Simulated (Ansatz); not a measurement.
Ag:

```
CELL_PARAMETERS angstrom
2.93000 0.00000 0.00000
-1.46500 2.53745 0.00000
0.00000 0.00000 4.79000
ATOMIC_POSITIONS crystal
Ag 0.66667 0.33333 0.75000
Ag 0.33333 0.66667 0.25000
```

This isn't the form of Ag at room conditions, which is fcc.

- Program: Ansatz 0.2.0
- Task: relaxation of cell and atoms
- Functional: PBEsol
- Potentials or basis: all-electron LAPW, scalar-relativistic
- Basis error allowed: 0.001 eV/atom
- k mesh: 10 × 10 × 6
- Occupations: fermi-dirac, width 0.05 eV
- Spin: no spin polarisation

At the start: volume 17.81 Å³/atom.

Question: How do energy, volume and symmetry change on relaxing?

Answer: Over 5 steps the energy falls by 22.3 meV/atom and the volume is 16.73 Å³/atom (-6.1 %); space group P6_3/mmc (No. 194, to 0.05 Å).

The path:
| step | energy change (eV) | largest force (eV/Å) | volume (Å³) |
| --- | --- | --- | --- |
| 1 | 0.0000 | 0.0000 | 35.61 |
| 2 | -0.0434 | 0.0000 | 33.78 |
| 3 | -0.0445 | 0.0000 | 33.40 |
| 4 | -0.0446 | 0.0000 | 33.45 |
| 5 | -0.0446 | 0.0000 | 33.45 |

Final structure:
```cif
data_structure
_symmetry_space_group_name_H-M 'P 1'
_symmetry_Int_Tables_number 1
_cell_length_a 2.8751
_cell_length_b 2.8751
_cell_length_c 4.6732
_cell_angle_alpha 90.000
_cell_angle_beta 90.000
_cell_angle_gamma 120.000
_cell_volume 33.45
loop_
_atom_site_label
_atom_site_type_symbol
_atom_site_fract_x
_atom_site_fract_y
_atom_site_fract_z
_atom_site_occupancy
Ag1 Ag 0.66667 0.33333 0.75000 1
Ag2 Ag 0.33333 0.66667 0.25000 1
```
